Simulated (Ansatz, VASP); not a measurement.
# HgTe in VASP and in Ansatz

```
CELL_PARAMETERS angstrom
-3.10534 3.10534 1.58999
3.10534 -3.10534 1.58999
3.10534 3.10534 -1.58999
ATOMIC_POSITIONS crystal
Hg 0.75000 0.25000 0.50000
Te 0.00000 0.00000 0.00000
```

Change from the starting cell: volume scaled by 1.06.

Alike in both runs: task single point; functional PBEsol; k mesh 10 × 10 × 10; occupations fermi-dirac, width 0.05 eV; no spin polarisation.

|  | VASP | Ansatz |
| --- | --- | --- |
| version | VASP 6.6.1 | Ansatz 0.2.0 |
| potentials or method | VASP PAW PBE potentials, release 64 (Hg, Te) | Ansatz PAW |
| plane-wave cutoff (eV) | 520 | 420 |
| valence electrons in the cell | 18 | 36 |

Ansatz gave:

* gap on the k mesh at the Fermi level (eV): none
* pressure (GPa): -5.0
* largest component of the traceless stress (GPa): 2.17

Q: What did VASP give for the same quantities?

A: gap on the k mesh at the Fermi level (eV): none; pressure (GPa): -5.0; largest component of the traceless stress (GPa): 2.16.

A gap of «none» marks a metal or a gap that the smearing closes. The functional is the same, so the differences come from potentials, cutoffs and numerics. The two sets of potentials don't hold the same shells in valence.

Caveats: the PAW data sets were made with another functional, which shifts forces and pressure a little (VASP); the PAW data sets come from PBE, with cores solved anew for the run's functional, which leaves a small shift of forces and pressure (Ansatz). The runs have no spin-orbit coupling, so splittings on Hg, Te are missing.
